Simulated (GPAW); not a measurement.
A run of GPAW 26.7.0 is set up as follows.

Contents of run.py:

```python
from ase.dft.bandgap import bandgap
from ase.io import write
from ase.spacegroup import crystal
from ase.units import GPa
from gpaw import GPAW, PW

# Pb 4a
# Te 4b
atoms = crystal(['Pb', 'Te'],
                basis=[[0.0, 0.0, 0.0],
                       [0.5, 0.0, 0.0]],
                spacegroup=225, setting=1,  # Fm-3m
                cellpar=[6.462, 6.462, 6.462, 90.0, 90.0, 90.0],
                primitive_cell=True)

calc = GPAW(mode=PW(500),
            xc='PBE',
            kpts={'size': (6, 6, 6), 'gamma': True},
            occupations={'name': 'fermi-dirac', 'width': 0.05},
            nbands=19,
            convergence={'density': 1e-05, 'energy': 1e-05},
            maxiter=80,
            txt='gpaw.txt')
atoms.calc = calc
energy = atoms.get_potential_energy()
forces = atoms.get_forces()
stress = atoms.get_stress()
calc.write('gs.gpw')
write('result.traj', atoms)
print(f'Energy: {energy:.6f} eV')
print('Forces (eV/A):')
print(forces.round(4))
print('Stress (GPa):', (stress / GPa).round(3))
print('Fermi level:', round(calc.get_fermi_level(), 4), 'eV')
print(f'Gap: {bandgap(calc)[0]:.4f} eV, direct: {bandgap(calc, direct=True)[0]:.4f} eV')
```

Potentials or basis: GPAW PAW data sets (gpaw-data 1.2.1), pw.

Command:

```console
$ OMP_NUM_THREADS=1 python run.py
```

(1) Predict the band gap on the k mesh.

(2) Predict the pressure.

Answers

(1) 0.69 eV, direct.

(2) 1.7 GPa.

Caveat: the cutoff is short for stress and forces, so pressures can be off by a GPa or more; spin-orbit coupling is left out, which as a rule narrows the gap of such compounds by several tenths of an eV.

**Experimental background.**

From a printed reference work, monograph, for a bulk crystal of TePb at 4.2 K: band gap 0.19 eV (direct).

A measured gap of TePb is 0.19 eV (direct; 4.2 K; a printed reference work, monograph); the calculated 0.69 eV misses it by +0.50 eV. Spin-orbit coupling on Pb, Te is left out. The value is that of PBE on a finite k mesh, which can miss the band edges, without temperature or zero-point motion.
